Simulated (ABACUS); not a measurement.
# Mn3Si (Fm-3m) in ABACUS: reference runs

Reference runs on Mn3Si: the cell as given, then over a range of volumes.

Everything below comes from runs of ABACUS 3.10.1. Logs are shortened: lines on timing, memory, paths and dates and some standing lists are left out, and cuts for length are marked.

### Step 1. The crystal as given

Symmetry: Fm-3m, No. 225, cubic system. The conventional cell has a = 5.722 Å, b = 5.722 Å, c = 5.722 Å, α = 90.00°, β = 90.00°, γ = 90.00°. Around Mn (site symmetry -43m) lie 4 Mn at 2.48 Å and 4 Si at 2.48 Å. Mn (site symmetry m-3m) is surrounded by 8 Mn at 2.48 Å. Si (site symmetry m-3m) has 8 Mn at 2.48 Å as nearest neighbours.

### Step 2. Single point, PBEsol, collinear spin, ferromagnetic start

File INPUT:

```
INPUT_PARAMETERS
suffix              Mn3Si
calculation         scf
basis_type          pw
pseudo_dir          ./
symmetry            1
dft_functional      pbesol
ecutwfc             97
pseudo_rcut         7
nspin               2
nbands              36
ks_solver           dav
smearing_method     fd
smearing_sigma      0.00367493
scf_thr             1e-08
scf_nmax            100
mixing_type         broyden
mixing_beta         0.4
cal_force           1
cal_stress          1
out_chg             1
out_pot             2
out_elf             1
```

File STRU:

```
ATOMIC_SPECIES
Mn 54.9380 Mn.upf
Si 28.0850 Si.upf

LATTICE_CONSTANT
1.8897261246

LATTICE_VECTORS
0.0000000000 2.8610000000 2.8610000000
2.8610000000 0.0000000000 2.8610000000
2.8610000000 2.8610000000 0.0000000000

ATOMIC_POSITIONS
Direct

Mn
0.0
3
0.7500000000 0.7500000000 0.7500000000 1 1 1 mag 4
0.2500000000 0.2500000000 0.2500000000 1 1 1 mag 4
0.5000000000 0.5000000000 0.5000000000 1 1 1 mag 4

Si
0.0
1
0.0000000000 0.0000000000 0.0000000000 1 1 1 mag 0
```

File KPT:

```
K_POINTS
0
Gamma
8 8 8 0 0 0
```

Potentials or basis: PseudoDojo NC SR 0.4.1 PBEsol standard, plane waves.

The run is started by

```sh
$ OMP_NUM_THREADS=1 mpirun -np 4 abacus > log
```

running log:

```text
ABACUS v3.10.1

               Atomic-orbital Based Ab-initio Computation at UStc

 ------------------------------------------------------------------------------------

 READING GENERAL INFORMATION
                           global_out_dir = OUT.Mn3Si/
                           global_in_card = INPUT
                               pseudo_dir = ./
                              orbital_dir =
                                    DSIZE = 4
                                    GSIZE = 1

 READING UNITCELL INFORMATION
                                    ntype = 2
                  lattice constant (Bohr) = 1.88973
              lattice constant (Angstrom) = 1

 READING ATOM TYPE 1
                               atom label = Mn
                      L=0, number of zeta = 1
                      L=1, number of zeta = 1
                      L=2, number of zeta = 1
             number of atom for this type = 3
               magnetization of element 1 = 4

 READING ATOM TYPE 2
                               atom label = Si
                      L=0, number of zeta = 1
                      L=1, number of zeta = 1
                      L=2, number of zeta = 1
             number of atom for this type = 1
               magnetization of element 2 = 0

                        TOTAL ATOM NUMBER = 4
DIRECT COORDINATES
    atom                   x                   y                   z     mag                  vx                  vy                  vz
taud_Mn1            0.7500000000        0.7500000000        0.7500000000  4.0000        0.0000000000        0.0000000000        0.0000000000
taud_Mn2            0.2500000000        0.2500000000        0.2500000000  4.0000        0.0000000000        0.0000000000        0.0000000000
taud_Mn3            0.5000000000        0.5000000000        0.5000000000  4.0000        0.0000000000        0.0000000000        0.0000000000
taud_Si1            0.0000000000        0.0000000000        0.0000000000  0.0000        0.0000000000        0.0000000000        0.0000000000

                          Volume (Bohr^3) = 316.068
                             Volume (A^3) = 46.8364

 Lattice vectors: (Cartesian coordinate: in unit of a_0)
                   +0              +2.861              +2.861
               +2.861                  +0              +2.861
               +2.861              +2.861                  +0
 Reciprocal vectors: (Cartesian coordinate: in unit of 2 pi/a_0)
            -0.174764           +0.174764           +0.174764
            +0.174764           -0.174764           +0.174764
            +0.174764           +0.174764           -0.174764
 The esolver type has been set to : ksdft_pw

                PAO radial cut off (Bohr) = 7

 Read in pseudopotential file is Mn.upf
                     pseudopotential type = NC
          exchange-correlation functional = PBESOL
[... 233 lines left out ...]
                      nelec for spin down = 20.5223

 Density error is 0.319959782336
                          Error Threshold = 0.000650544236475
----------------------------------------------------------
     Energy           Rydberg                 eV
----------------------------------------------------------
 E_KohnSham     -661.0981950846      -8994.7023906656
 E_Harris       -661.0701514867      -8994.3208379426
 E_Fermi        1.2771273859         17.3762095199
----------------------------------------------------------
[... 135 lines left out ...]
 Density error is 0.000900192089221
                          Error Threshold = 6.88263382658e-07
----------------------------------------------------------
     Energy           Rydberg                 eV
----------------------------------------------------------
 E_KohnSham     -661.2537545985      -8996.8188864338
 E_Harris       -661.1398301541      -8995.2688648484
 E_Fermi        1.2507713837         17.0176177140
----------------------------------------------------------

[... 68 further cycles ...]
 PW ALGORITHM --------------- ION=   1  ELEC=  79--------------------------------
          total magnetism (Bohr mag/cell) = 0.954881961821
       absolute magnetism (Bohr mag/cell) = 5.67184335108
                        nelec for spin up = 24.9774409809
                      nelec for spin down = 24.0225590191
[... 145 lines left out ...]
 Density error is 4.90747799231e-09
                          Error Threshold = 2.20977317152e-10
----------------------------------------------------------
     Energy           Rydberg                 eV
----------------------------------------------------------
 E_KohnSham     -661.2739022035      -8997.0930086624
 E_KS(sigma->0) -661.2732275105      -8997.0838289933
 E_Harris       -661.2740353967      -8997.0948208494
 E_band         -41.5117793427       -564.7967331791
 E_one_elec     -286.9786168278      -3904.5443930174
 E_Hartree      172.6768759573       2349.3894258587
 E_xc           -111.9861787603      -1523.6501283867
 E_Ewald        -434.9846331867      -5918.2695537789
 E_entropy(-TS) -0.0013493860        -0.0183593382
 E_descf        0.0000000000         0.0000000000
 E_exx          0.0000000000         0.0000000000
 E_Fermi        1.2612440715         17.1601059405
----------------------------------------------------------

 charge density convergence is achieved
 final etot is -8997.0930087 eV
 EFERMI = 17.16010594 eV
The vacuum level is 7.6006549547 eV

 STATE ENERGY(eV) AND OCCUPATIONS    NSPIN == 2
SPIN UP :
 1/29 kpoint (Cartesian) = 0.0000 0.0000 0.0000 (1259 pws)
       1       -63.0381     0.00195312
       2       -61.1957     0.00195312
       3       -61.1715     0.00195312
       4       -32.0108     0.00195312
       5       -32.0108     0.00195312
       6       -32.0108     0.00195312
[... 218 lines left out ...]
      35        23.1967    4.31941e-55
      36        25.2376    8.09483e-73

[... levels at 52 further k points ...]

------------------------------------------------------------------------------------------
 TOTAL-FORCE (eV/Angstrom)
------------------------------------------------------------------------------------------
                       Mn1         0.0000000000         0.0000000000         0.0000000000
                       Mn2         0.0000000000         0.0000000000         0.0000000000
                       Mn3         0.0000000000         0.0000000000         0.0000000000
                       Si1         0.0000000000         0.0000000000         0.0000000000
------------------------------------------------------------------------------------------

----------------------------------------------------------------
 TOTAL-STRESS (KBAR)
----------------------------------------------------------------
      -153.3091402115         0.0000000000        -0.0000000000
         0.0000000000      -153.3091402115        -0.0000000000
         0.0000000000        -0.0000000000      -153.3091402115
----------------------------------------------------------------
 TOTAL-PRESSURE: -153.309140 KBAR

 --------------------------------------------
 !FINAL_ETOT_IS -8997.0930086624230171 eV
 --------------------------------------------
```

stdout:

```text
ABACUS v3.10.1

               Atomic-orbital Based Ab-initio Computation at UStc

%%%%%%%%%%%%%%%%%%%%%%%%%%%%%%%%%%%%%%%%%%%%%%%%%%%%%%%%%%%%%%%%%%%%%%%%%%%%%%%%%%%%%%%%%%%%%%%%%%%%%%%%%
[... 114 lines left out ...]
----------------------------------------------------------------
 TOTAL-STRESS (KBAR)
----------------------------------------------------------------
      -153.3091402115         0.0000000000        -0.0000000000
         0.0000000000      -153.3091402115        -0.0000000000
         0.0000000000        -0.0000000000      -153.3091402115
----------------------------------------------------------------
 TOTAL-PRESSURE: -153.309140 KBAR
```

It took 11 min on 4 MPI ranks of Intel Xeon Platinum 8259CL at 2.50GHz (Skylake/Cascade Lake), shared host; peak memory 0.48 GiB.

What came out:

| Property | Result |
| --- | --- |
| Free energy | -8997.0930 eV |
| Pressure | -15.3 GPa |
| Band gap on the k mesh | none (metal or under the smearing width) |
| Net moment | 1.01 μB per cell |
| Absolute moment | 4.66 μB per cell |

Levels at points of the mesh, in eV from the Fermi level:
Spin up:
```csv
k point,band 22,band 23,band 24,band 25,band 26,band 27,band 28,band 29
"(0.00, 0.00, 0.00)",-0.14,-0.14,0.79,0.79,0.79,1.27,1.27,3.35
"(0.50, 0.50, 0.50)",-0.53,-0.46,-0.46,-0.29,-0.29,0.53,0.53,0.79
"(0.50, 0.50, 0.00)",-1.65,-1.06,-0.16,-0.16,0.12,0.84,0.85,0.85
```
Spin down:
```
           k point  band 22  band 23  band 24  band 25  band 26  band 27
(0.00, 0.00, 0.00)     0.02     0.02     0.02     0.68     0.68     1.87
(0.50, 0.50, 0.50)    -1.23    -1.23    -1.22     0.91     0.91     1.51
(0.50, 0.50, 0.00)    -0.87    -0.87    -0.22     0.58     0.63     0.89
```

Caveat: so large a pressure means that the cell lies far from this level's equilibrium, or that cutoff or potentials fall short.

### Step 3. Equation of state, PBEsol, collinear spin, ferromagnetic start, 11.01 Å³/atom (volume scaled by 0.94)

Changes to INPUT since step 2:

```diff
@@ -20,4 +20,2 @@
 cal_stress          1
-out_chg             1
-out_pot             2
-out_elf             1
+kpar                4
```

Changes to STRU since step 2:

```diff
@@ -8,5 +8,5 @@
 LATTICE_VECTORS
-0.0000000000 2.8610000000 2.8610000000
-2.8610000000 0.0000000000 2.8610000000
-2.8610000000 2.8610000000 0.0000000000
+0.0000000000 2.8025958570 2.8025958570
+2.8025958570 0.0000000000 2.8025958570
+2.8025958570 2.8025958570 0.0000000000
```

KPT is that of step 2.

Potentials or basis: PseudoDojo NC SR 0.4.1 PBEsol standard, plane waves.

The run is started by

```sh
$ OMP_NUM_THREADS=1 mpirun -np 4 abacus > log
```

Run time: 2.5 min. Hardware: 4 MPI ranks of Intel Xeon Platinum 8259CL at 2.50GHz (Skylake/Cascade Lake), shared host; peak memory 0.72 GiB.

The run converged. Its results:

```yaml
Free_energy: -8997.2668 eV
Pressure: -3.9 GPa
Band_gap_on_the_k_mesh: none (metal or under the smearing width)
Net_moment: 1.03 μB per cell
Absolute_moment: 4.06 μB per cell
```

### Step 4. Equation of state, PBEsol, collinear spin, ferromagnetic start, 11.24 Å³/atom (volume scaled by 0.96)

INPUT is that of step 3.

Changes to STRU since step 3:

```diff
@@ -8,5 +8,5 @@
 LATTICE_VECTORS
-0.0000000000 2.8025958570 2.8025958570
-2.8025958570 0.0000000000 2.8025958570
-2.8025958570 2.8025958570 0.0000000000
+0.0000000000 2.8223330979 2.8223330979
+2.8223330979 0.0000000000 2.8223330979
+2.8223330979 2.8223330979 0.0000000000
```

KPT is that of step 3.

Potentials or basis: PseudoDojo NC SR 0.4.1 PBEsol standard, plane waves.

The run is started by

```sh
$ OMP_NUM_THREADS=1 mpirun -np 4 abacus > log
```

running log:

```text
ABACUS v3.10.1

               Atomic-orbital Based Ab-initio Computation at UStc

 ------------------------------------------------------------------------------------

 READING GENERAL INFORMATION
                           global_out_dir = OUT.Mn3Si/
                           global_in_card = INPUT
                               pseudo_dir = ./
                              orbital_dir =
                                    DSIZE = 4
                                    GSIZE = 1

 READING UNITCELL INFORMATION
                                    ntype = 2
                  lattice constant (Bohr) = 1.88973
              lattice constant (Angstrom) = 1

 READING ATOM TYPE 1
                               atom label = Mn
                      L=0, number of zeta = 1
                      L=1, number of zeta = 1
                      L=2, number of zeta = 1
             number of atom for this type = 3
               magnetization of element 1 = 4

 READING ATOM TYPE 2
                               atom label = Si
                      L=0, number of zeta = 1
                      L=1, number of zeta = 1
                      L=2, number of zeta = 1
             number of atom for this type = 1
               magnetization of element 2 = 0

                        TOTAL ATOM NUMBER = 4
DIRECT COORDINATES
    atom                   x                   y                   z     mag                  vx                  vy                  vz
taud_Mn1            0.7500000000        0.7500000000        0.7500000000  4.0000        0.0000000000        0.0000000000        0.0000000000
taud_Mn2            0.2500000000        0.2500000000        0.2500000000  4.0000        0.0000000000        0.0000000000        0.0000000000
taud_Mn3            0.5000000000        0.5000000000        0.5000000000  4.0000        0.0000000000        0.0000000000        0.0000000000
taud_Si1            0.0000000000        0.0000000000        0.0000000000  0.0000        0.0000000000        0.0000000000        0.0000000000

                          Volume (Bohr^3) = 303.425
                             Volume (A^3) = 44.9629

 Lattice vectors: (Cartesian coordinate: in unit of a_0)
                   +0            +2.82233            +2.82233
             +2.82233                  +0            +2.82233
             +2.82233            +2.82233                  +0
 Reciprocal vectors: (Cartesian coordinate: in unit of 2 pi/a_0)
[... 237 lines left out ...]
                        nelec for spin up = 28.3184
                      nelec for spin down = 20.6816

 Density error is 0.34275870148
                          Error Threshold = 0.000696268958368
----------------------------------------------------------
     Energy           Rydberg                 eV
----------------------------------------------------------
 E_KohnSham     -661.0958624356      -8994.6706533483
 E_Harris       -661.6764511686      -9002.5699683118
 E_Fermi        1.3395921161         18.2260857751
----------------------------------------------------------
[... 583 lines left out ...]
 Density error is 2.47329172472e-09
                          Error Threshold = 1.50942718482e-10
----------------------------------------------------------
     Energy           Rydberg                 eV
----------------------------------------------------------
 E_KohnSham     -661.2840812624      -8997.2315018633
 E_KS(sigma->0) -661.2832783356      -8997.2205774844
 E_Harris       -661.2840046785      -8997.2304598863
 E_band         -38.7234035253       -526.8589338980
 E_one_elec     -277.7897354808      -3779.5232484519
 E_Hartree      169.5521458378       2306.8752915217
 E_xc           -112.1008184362      -1525.2098811958
 E_Ewald        -440.9440673297      -5999.3518149795
 E_entropy(-TS) -0.0016058535        -0.0218487578
 E_descf        0.0000000000         0.0000000000
 E_exx          0.0000000000         0.0000000000
 E_Fermi        1.3193207466         17.9502796427
----------------------------------------------------------

 charge density convergence is achieved
 final etot is -8997.2315019 eV
 EFERMI = 17.950279643 eV

 STATE ENERGY(eV) AND OCCUPATIONS    NSPIN == 2
SPIN UP :
 1/8 kpoint (Cartesian) = 0.0000 0.0000 0.0000 (4909 pws)
       1       -62.1652     0.00195312
       2       -60.4144     0.00195312
       3       -60.3859     0.00195312
       4       -31.1419     0.00195312
       5       -31.1419     0.00195312
       6       -31.1419     0.00195312
[... 218 lines left out ...]
      35        24.2387    2.80679e-57
      36        26.3715    8.38413e-76

[... levels at 10 further k points ...]

------------------------------------------------------------------------------------------
 TOTAL-FORCE (eV/Angstrom)
------------------------------------------------------------------------------------------
                       Mn1         0.0000000000         0.0000000000         0.0000000000
                       Mn2         0.0000000000         0.0000000000         0.0000000000
                       Mn3         0.0000000000         0.0000000000         0.0000000000
                       Si1         0.0000000000         0.0000000000         0.0000000000
------------------------------------------------------------------------------------------

----------------------------------------------------------------
 TOTAL-STRESS (KBAR)
----------------------------------------------------------------
       -81.3710112668        -0.0000000000         0.0000000000
        -0.0000000000       -81.3710112668         0.0000000000
        -0.0000000000         0.0000000000       -81.3710112668
----------------------------------------------------------------
 TOTAL-PRESSURE: -81.371011 KBAR

 --------------------------------------------
 !FINAL_ETOT_IS -8997.2315018632616557 eV
 --------------------------------------------
```

Wall time 4.2 min (4 MPI ranks of Intel Xeon Platinum 8259CL at 2.50GHz (Skylake/Cascade Lake), shared host); peak memory 0.72 GiB.

Results:

| Property | Result |
| --- | --- |
| Free energy | -8997.2315 eV |
| Pressure | -8.1 GPa |
| Band gap on the k mesh | none (metal or under the smearing width) |
| Net moment | 1.02 μB per cell |
| Absolute moment | 4.29 μB per cell |
